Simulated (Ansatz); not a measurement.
Working through a check of PAW against all-electron LAPW of Li₂O, space group Fm-3m

Program: Ansatz's Python interface.

The cells in order, each with its output:

**Cell 1**
```python
import ansatz as az
import numpy as np
from tabulate import tabulate
```

**Cell 2**
```python
def count_gap(report):
    # lowest empty less highest filled band, counting bands; zero where they overlap
    return max(report.get("gap_by_band_count_ev") or 0.0, 0.0)
```

**Cell 3**
```python
crystal = (
    az.Lattice.fcc(4.61)
    .space_group(225)
    .atom("Li", [0.25, 0.75, 0.75])
    .atom("O", [0.0, 0.0, 0.0])
    .primitive()
)

crystal.resolved().sites[-1]
```
Output:
```text
Site(symbol='O', position=(0.0, 0.0, 0.0), moment=None, axis=None, held=None, saved=None)
```

**Cell 4**
```python
base = crystal.calculation()
base = base.functional("pbe")
base = base.kpoints(mesh=(6, 6, 6), center="gamma")
base = base.occupations("fixed")
base = base.stress()
base = base.forces().band_table()
variants = {
    "PAW": base.pseudopotentials("paw"),
    "LAPW": base.pseudopotentials("all_electron", lapw=True),
}
# totals differ by the cores that each treatment holds, so compare what does not depend on them
rows = []
for label, variant in variants.items():
    data = variant.run(threads=1).report
    levels = np.array(data["eigenvalues_ev"][0]) - data["fermi_energy_ev"]
    print(label, "levels at the first k-point near E_F:", np.round(levels[np.abs(levels) < 5], 3))
    rows.append((label, data["n_electrons"], np.trace(data["stress_gpa"]) / 3, count_gap(data)))
print(tabulate(rows, headers=["treatment", "electrons in bands", "P GPa", "gap by band count eV"], floatfmt=".4f", tablefmt="github"))
```
Output:
```text
DeckWarning: basis.ecutwfc = 420 eV, auto-derived from the records' recommended cutoffs: set by Li (normal level)
PAW levels at the first k-point near E_F: [-0. -0.  0.]
LAPW levels at the first k-point near E_F: [-0. -0.  0.]
| treatment   |   electrons in bands |   P GPa |   gap by band count eV |
|-------------|----------------------|---------|------------------------|
| PAW         |              12.0000 |  0.8510 |                 5.0041 |
| LAPW        |              14.0000 |  0.7490 |                 4.9985 |
```

PAW gives 0.851 GPa and LAPW 0.749 GPa, 0.10 GPa apart. They took 0.4 and 2.1 s of processor time.

Notes:
- Semilocal gaps usually lie well under measured ones.
- The Fermi level of a run with fixed occupations marks the highest occupied state on its mesh, not mid-gap.
- The structure is a deposited one; some such entries were measured under pressure or heat, so a shift against it needn't be the functional's error alone.
- Levels are Kohn-Sham eigenvalues on this mesh.
- Warnings are shown shortened and without file and line.
- Pressure is positive in compression; the treatments may keep other shells as core, so totals and counts of electrons can differ.
- It ran for 3.1 s on 1 thread of Arm Neoverse V2 (shared host), peak memory 0.38 GiB.
